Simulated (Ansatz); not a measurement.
## KCl: eigenvalues along the path

```
CELL_PARAMETERS angstrom
0.00000 3.11344 3.11344
3.11344 0.00000 3.11344
3.11344 3.11344 0.00000
ATOMIC_POSITIONS crystal
K 0.00000 0.00000 0.00000
Cl 0.50000 0.50000 0.50000
```

Atom numbers follow the list: K1, Cl2.

The structure is an experimental refinement, used without relaxation. The listed cell was then made from it by scaling, straining or moving an atom.

Level of theory: Ansatz 0.2.0, DFT, LDA, all-electron LAPW, scalar-relativistic.

Settings: a Γ-centred 7×7×7 k mesh, Fermi–Dirac smearing of 0.03 eV, basis error target 1 meV/atom, no spin polarisation.

Path points, in fractions of the reciprocal vectors: Γ (0.000, 0.000, 0.000), X (0.500, 0.000, 0.500), U (0.625, 0.250, 0.625), K (0.375, 0.375, 0.750), L (0.500, 0.500, 0.500), W (0.500, 0.250, 0.750). Levels in eV from the valence-band top; bands 6 to 14, counted from the lowest band of the run. The gap is 4.85 eV, direct at Γ.

```
# k(1/Å) point b6 b7 b8 b9 b10 b11 b12 b13 b14
0.000 Γ -12.09 -10.46 -10.46 -10.46 0.00 0.00 0.00 4.85 8.09
0.202 - -12.11 -10.47 -10.47 -10.42 -0.22 -0.03 -0.03 5.18 7.78
0.404 - -12.14 -10.49 -10.49 -10.37 -0.59 -0.10 -0.10 5.94 7.18
0.605 - -12.11 -10.51 -10.51 -10.42 -0.78 -0.18 -0.18 6.62 6.81
0.807 - -12.03 -10.56 -10.52 -10.52 -0.76 -0.23 -0.23 6.26 7.66
1.009 X -11.97 -10.64 -10.53 -10.53 -0.72 -0.24 -0.24 6.13 8.10
1.080 - -11.98 -10.64 -10.53 -10.52 -0.71 -0.26 -0.25 6.17 8.15
1.152 - -12.00 -10.63 -10.53 -10.51 -0.70 -0.32 -0.26 6.28 8.28
1.223 - -12.02 -10.63 -10.52 -10.48 -0.68 -0.40 -0.28 6.45 8.49
1.294 - -12.05 -10.62 -10.52 -10.44 -0.65 -0.51 -0.30 6.67 8.77
1.366 U -12.08 -10.61 -10.51 -10.41 -0.62 -0.62 -0.32 6.93 8.81
1.489 - -12.10 -10.60 -10.52 -10.38 -0.68 -0.57 -0.35 7.15 8.49
1.613 - -12.11 -10.58 -10.55 -10.35 -0.72 -0.51 -0.41 7.51 8.01
1.737 - -12.11 -10.58 -10.55 -10.35 -0.72 -0.51 -0.41 7.51 8.01
1.860 - -12.10 -10.60 -10.52 -10.38 -0.68 -0.57 -0.35 7.15 8.49
1.984 K -12.08 -10.61 -10.51 -10.41 -0.62 -0.62 -0.32 6.93 8.81
2.198 - -12.17 -10.57 -10.49 -10.31 -0.88 -0.48 -0.37 7.56 8.13
2.412 - -12.21 -10.53 -10.47 -10.28 -0.89 -0.33 -0.30 7.11 7.72
2.626 - -12.18 -10.49 -10.46 -10.33 -0.63 -0.21 -0.15 6.12 7.68
2.840 - -12.12 -10.47 -10.46 -10.42 -0.22 -0.07 -0.04 5.23 7.91
3.054 Γ -12.09 -10.46 -10.46 -10.46 0.00 0.00 0.00 4.85 8.09
3.229 - -12.11 -10.46 -10.46 -10.43 -0.15 -0.04 -0.04 5.11 7.99
3.403 - -12.16 -10.47 -10.47 -10.36 -0.48 -0.14 -0.14 5.77 7.86
3.578 - -12.23 -10.47 -10.47 -10.28 -0.84 -0.25 -0.25 6.54 7.92
3.753 - -12.27 -10.47 -10.47 -10.22 -1.10 -0.34 -0.34 7.09 8.20
3.928 L -12.29 -10.47 -10.47 -10.20 -1.19 -0.37 -0.37 7.26 8.38
4.071 - -12.27 -10.48 -10.48 -10.22 -1.15 -0.39 -0.37 7.32 8.33
4.213 - -12.22 -10.51 -10.49 -10.27 -1.02 -0.43 -0.37 7.46 8.18
4.356 - -12.16 -10.55 -10.52 -10.32 -0.86 -0.47 -0.39 7.60 7.97
4.499 - -12.10 -10.57 -10.56 -10.36 -0.68 -0.51 -0.44 7.70 7.79
4.641 W -12.08 -10.58 -10.58 -10.36 -0.55 -0.52 -0.52 7.73 7.73
4.742 - -12.07 -10.60 -10.57 -10.38 -0.59 -0.52 -0.44 7.21 8.28
4.843 - -12.04 -10.62 -10.55 -10.42 -0.64 -0.45 -0.37 6.76 8.75
4.944 - -12.01 -10.63 -10.54 -10.47 -0.68 -0.35 -0.30 6.42 8.43
5.045 - -11.98 -10.64 -10.53 -10.51 -0.71 -0.27 -0.26 6.21 8.19
5.146 X -11.97 -10.64 -10.53 -10.53 -0.72 -0.24 -0.24 6.13 8.10
```
